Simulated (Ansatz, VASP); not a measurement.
# Ta: VASP beside Ansatz

```xyz
3
Lattice="4.7956 0.0000 0.0000 -2.3978 4.1531 0.0000 0.0000 0.0000 2.7052" Properties=species:S:1:pos:R:3 pbc="T T T"
Ta    0.0000    0.0000    0.0000
Ta    0.0000    2.7687    1.3526
Ta    2.3978    1.3844    1.3526
```

Alike in both runs: functional PBEsol; k mesh 6 × 6 × 6; occupations gaussian, width 0.1 eV; no spin polarisation.

Ansatz relaxed the structure, and its values are those at the end. VASP's run is a single point on that final structure, the one shown.

|  | VASP | Ansatz |
| --- | --- | --- |
| version | VASP 6.6.1 | Ansatz 0.2.0 |
| potentials or method | VASP PAW PBE potentials, release 64 (Ta_pv) | scalar-relativistic, plane waves, PAW |
| plane-wave cutoff (eV) | 520 | 420 |
| valence electrons in the cell | 33 | 39 |

Ansatz gave:

```
gap on the k mesh at the Fermi level (eV) : none
pressure (GPa)                            : 0.3
```

Problem. Estimate VASP's values.

Solution. gap on the k mesh at the Fermi level (eV): none; pressure (GPa): 0.5.

A gap of «none» marks a metal or a gap that the smearing closes. The functional is the same, so the differences come from potentials, cutoffs and numerics. The two sets of potentials don't hold the same shells in valence.

Caveats: the k mesh is coarse (spacing up to 0.39 Å⁻¹), so the values aren't converged; the PAW data sets were made with another functional, which shifts forces and pressure a little (VASP). Spin-orbit coupling is left out, which matters for the levels of Ta.
